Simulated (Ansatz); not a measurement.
# Calculated records

### From PBE to G0W0: MgO (Periclase)

The structure is cubic, space group Fm-3m (No. 225). Conventional cell: a = 4.217 Å, b = 4.217 Å, c = 4.217 Å, α = 90.00°, β = 90.00°, γ = 90.00°. Nearest to Mg lie 6 O at 2.11 Å. Nearest to O lie 6 Mg at 2.11 Å. Farther neighbours and most contacts between anions are not listed.

```
method                                            : DFT, PBE, plane waves, PAW (and 1 further level or step)
program                                           : Ansatz 0.2.0
settings of one run                               : cutoff 420 eV, 10×10×10 k-mesh, smearing width 0.02 eV, default PAW
cost                                              : 2 runs, 14 s in all on 1 × NVIDIA H100 80GB HBM3 (shared by 6 runs) with 3 threads of AMD EPYC 7R13 (Zen 3), shared host (the runs of this entry)
notes                                             : The database entry behind the starting cell differs from later determinations by our own check (about 0.1 % long). The cell and positions come from the Crystallography Open Database and are kept as given unless a step says otherwise. From 27 bands and 60 eV to 128 bands and 200 eV the gap moves by 7.215 − 6.801 = +0.414 eV (rung by rung 6.801, 7.016, 7.215 eV); bands and screening cutoff rise together, so their parts are not told apart. A line in one over the bands through the two highest rungs gives 7.215 + (7.215 − 7.016) × 63 / (128 − 63) = 7.408 eV, and through the pair below 7.016 + (7.016 − 6.801) × 27 / (63 − 27) = 7.177 eV. [rest of the remark cut]
PBE gap over mesh and path                        : 4.709 eV, direct, at k = Γ
G0W0@PBE gap over 8 of 16 irreducible mesh points : 7.215 eV, direct, at k = Γ
GW settings                                       : 6×6×6 mesh, 120 empty bands, screening to 200 eV
known limits                                      : finite bands, screening cutoff and k mesh; no spin-orbit coupling in G0W0
```

Over 8 of 16 irreducible mesh points the G0W0 gap is 7.215 eV, direct, at k = Γ. The PBE gap of this run on the mesh is 4.709 eV. The two states that bound the G0W0 gap lie that far apart at the start, so the correction of the gap is 7.215 − 4.709 = +2.506 eV. The valence state moves by 6.606 − 8.092 = −1.486 eV and the conduction state by 13.821 − 12.801 = +1.020 eV, on the run's own scale; with 27 bands the edge states move by −0.865 and +1.227 eV, so the split between the edges depends on the bands and cutoff.

[Paths, hosts, dates, memory and timing lines, banners, echoed tables and standing remarks are left out of the program output.]

[Logs are printed without paths, hosts, clocks, repeated set-up lines and the standing remarks that a program may print on its own settings, such as how far it seeks lower states.]

[Runs of the session that timed out or met a known fault of the program may be left out.]

[Cells called generated may have been cut or substituted from an entry of the Crystallography Open Database or the Materials Project.]

[Hosts, paths, dates, database ids (printed as entryN), source tags and the programs' standing remarks are cut or masked in the printed files.]
